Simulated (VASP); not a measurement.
Set up this calculation in VASP 6.6.1, as the native input.

```yaml
Task: relaxation of cell and atoms
Functional: LDA
Potentials_or_basis: VASP PAW LDA potentials, release 64 (As)
Cutoff: 600 eV
k_mesh: 15 × 15 × 15
Occupations: gaussian, width 0.1 eV
Spin: no spin polarisation
Further_INCAR_settings: ALGO = Fast; EDIFF = 1e-07; IBRION = 2; EDIFFG = -0.005; NSW = 90; ISIF = 3
```

The structure of As lies in POSCAR:

```
As
1.0
    1.8797500000      1.0852741700      3.4857666700
   -1.8797500000      1.0852741700      3.4857666700
    0.0000000000     -2.1705483400      3.4857666700
As
2
Direct
    0.2275400000      0.2275400000      0.2275400000
    0.7724600000      0.7724600000      0.7724600000
```

The input as run:

INCAR

```
  PREC = Accurate
  ENCUT = 600
  EDIFF = 1E-7
  ISMEAR = 0
  SIGMA = 0.1
  LREAL = False
  LASPH = True
  NELM = 100
  ALGO = Fast
  ISIF = 3
  LWAVE = False
  LCHARG = False
  GGA = CA
  IBRION = 2
  NSW = 90
  EDIFFG = -0.005
```

KPOINTS

```
Automatic mesh
0
Gamma
  15 15 15
```

Potentials or basis: VASP PAW LDA potentials, release 64 (As).

The run is started by

```sh
$ cat potpaw_LDA.64/As/POTCAR > POTCAR
$ mpirun -np 1 vasp_std > vasp.out
```

It gave:

The relaxed volume is 20.43 Å³/atom, the relaxed cell is a = 3.974 Å, b = 3.974 Å, c = 3.974 Å, α = 56.58°, β = 56.58°, γ = 56.58° and the space group after relaxing (to 0.05 Å) is R-3m (No. 166). The energy gained by relaxing is 8.5 meV/atom and the ionic steps are 10. The pressure after relaxing is 0.0 GPa and the largest force after relaxing is 0.004 eV/Å. The band gap on the k mesh is none (metal or under the smearing width).

Wall time 14 min on 1 thread of Intel(R) Xeon(R) Platinum 8259CL CPU @ 2.50GHz (Skylake/Cascade Lake), on a shared host, peak memory 0.31 GiB.
